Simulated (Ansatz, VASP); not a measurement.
## One calculation of ZnS, two programs

```
CELL_PARAMETERS angstrom
0.11858 2.70571 2.70571
2.70571 0.11858 2.70571
2.70571 2.70571 0.11858
ATOMIC_POSITIONS crystal
Zn 0.00427 0.00427 0.00427
S 0.24573 0.24573 0.24573
```

Change from the starting cell: epitaxial_111 strain -4.0%.

Alike in both runs: task single point; functional PBE; k mesh 8 × 8 × 8; occupations fermi-dirac, width 0.02 eV; no spin polarisation.

```csv
,VASP,Ansatz
version,VASP 6.6.1,Ansatz 0.2.0
potentials or method,"VASP PAW PBE potentials, release 64 (Zn, S)","plane waves, PAW"
plane-wave cutoff (eV),520,420
valence electrons in the cell,18,18
```

```csv
,VASP,Ansatz,Ansatz less VASP
gap on the k mesh at the Fermi level (eV),2.13,2.12,-0.007
pressure (GPa),7.2,7.1,-0.16
largest component of the traceless stress (GPa),2.26,2.26,+0.003
rms of the force components (eV/Å),0.013,0.012,-0.0014
```

Atom by atom the forces differ by 0.001 eV/Å (rms over components). The functional is the same, so the differences come from potentials, cutoffs and numerics.
